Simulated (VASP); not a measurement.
# WS2: single point with PBE

Crystal: WS2.

```
W S
1.0
     3.22876    0.00000    0.00000
    -1.61438    2.79619    0.00000
     0.00000    0.00000    5.99365
W S
1 2
Direct
  0.00000 0.00000 0.00000
  0.33333 0.66667 0.25668
  0.66667 0.33333 0.74332
```

The cell was built by a generator and needn't be a form met in nature.

| Property | Result |
| --- | --- |
| Program | VASP 6.6.1 |
| Task | single point |
| Functional | PBE |
| Potentials or basis | VASP PAW PBE potentials, release 64 (W_sv, S) |
| Cutoff | 520 eV |
| k mesh | 6 × 6 × 4 |
| Occupations | fermi-dirac, width 0.2 eV |
| Spin | no spin polarisation |
| Dipole correction | no |
| Further INCAR settings | ALGO = Normal; EDIFF = 1e-07; NBANDS = 20 |

```
Pressure               : 3.4 GPa
Largest force          : 0.309 eV/Å
Band gap on the k mesh : none (metal or under the smearing width)
```

Forces on the atoms (eV/Å):
```
W    0.000  0.000  0.000
S    0.000  0.000  0.309
S    0.000  0.000 -0.309
```

Stress tensor (GPa, compression positive):
```
2.37 0.00 0.00
0.00 2.37 0.00
0.00 0.00 5.34
```

Levels at points of the mesh, in eV from the Fermi level:
| k point | band 9 | band 10 | band 11 | band 12 | band 13 | band 14 | band 15 | band 16 | band 17 | band 18 |
| --- | --- | --- | --- | --- | --- | --- | --- | --- | --- | --- |
| (0.00, 0.00, 0.00) | -4.31 | -1.72 | -1.05 | -0.77 | -0.77 | -0.54 | -0.54 | 3.40 | 3.40 | 5.59 |
| (0.50, 0.00, 0.00) | -5.08 | -4.32 | -3.74 | -2.14 | -1.73 | 1.57 | 2.30 | 3.62 | 4.28 | 5.37 |
| (0.00, 0.00, 0.50) | -4.29 | -4.08 | -0.79 | -0.79 | -0.68 | -0.68 | 0.18 | 3.74 | 3.74 | 5.75 |
| (0.50, 0.00, 0.50) | -5.03 | -4.42 | -2.54 | -2.27 | -1.87 | 1.57 | 2.31 | 3.65 | 4.15 | 4.85 |

Run time: 10 s on 1 thread of Intel(R) Xeon(R) 6975P-C (Granite Rapids), with other jobs on the host, peak memory 0.17 GiB.

Caveat: the k mesh is coarse (spacing up to 0.37 Å⁻¹), so the values aren't converged; this functional lacks dispersion, which binds the layers, so the pressure and a relaxed spacing across them are unreliable. Spin-orbit coupling is left out, which matters for the levels of W.
